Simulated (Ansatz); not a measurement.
# Ti: computed properties

All numbers below come from Ansatz 0.2.0, DFT r2SCAN, scalar-relativistic, plane waves, PAW.

Cutoff 500 eV; k points 18×18×18 on the computed 1-atom cell (Γ-centred); Gaussian smearing, width 0.10 eV; no spin polarisation.

The structure is relaxed at this level of theory with its symmetry kept. This bcc form isn't the element's structure at ambient conditions.

```cif
data_structure
_symmetry_space_group_name_H-M 'P 1'
_symmetry_Int_Tables_number 1
_cell_length_a 2.8161
_cell_length_b 2.8161
_cell_length_c 2.8161
_cell_angle_alpha 109.471
_cell_angle_beta 109.471
_cell_angle_gamma 109.471
_cell_volume 17.19
loop_
_atom_site_label
_atom_site_type_symbol
_atom_site_fract_x
_atom_site_fract_y
_atom_site_fract_z
_atom_site_occupancy
Ti1 Ti 0.00000 0.00000 0.00000 1
```

| Item | Value |
| --- | --- |
| Space group | Im-3m (No. 229) |
| Volume per atom | 17.19 Å³ |
| Formation energy from the elements' standard states (uncorrected) | +0.135 eV/atom |
| Generalised Kohn–Sham band gap | none (metal) |
| Density of states at the Fermi level | 2.06 states/eV per cell |
| Löwdin character within 0.5 eV of the Fermi level | Ti 3d 87 %, unprojected 8 % |
| Bulk modulus | 113 GPa |
| Its pressure derivative | 3.6 |
| Bader charges (e) | Ti (1 in the cell) 0.00 |